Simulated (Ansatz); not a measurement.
**InCuS2 in the chalcopyrite structure (space group I-42d, No. 122)**

```
CELL_PARAMETERS angstrom
     -2.76098     2.76098     5.56516
      2.76098    -2.76098     5.56516
      2.76098     2.76098    -5.56516
ATOMIC_POSITIONS crystal
  Cu 0.75000 0.25000 0.50000
  Cu 0.00000 0.00000 0.00000
  In 0.25000 0.75000 0.50000
  In 0.50000 0.50000 0.00000
  S  0.09666 0.12500 0.47166
  S  0.65334 0.62500 0.52834
  S  0.37500 0.90334 0.02834
  S  0.87500 0.34666 0.97166
```

Method: Ansatz (a first-principles code) r2SCAN, no spin-orbit coupling. Γ-centred 9×9×9 mesh, Fermi–Dirac width 0.05 eV.

Volume per atom: 21.21 Å³
Density: 4.75 g/cm³
Band gap: 0.36 eV, direct at Γ
Electron mass: 0.079 mₑ along c, 0.074 mₑ across
Total energy: -3514.313 eV/atom (σ→0; compares only within this code and set-up)

Effective masses come from finite differences of ±0.01 Å⁻¹. No phonon test of stability was made. The final runs are not spin-polarised.
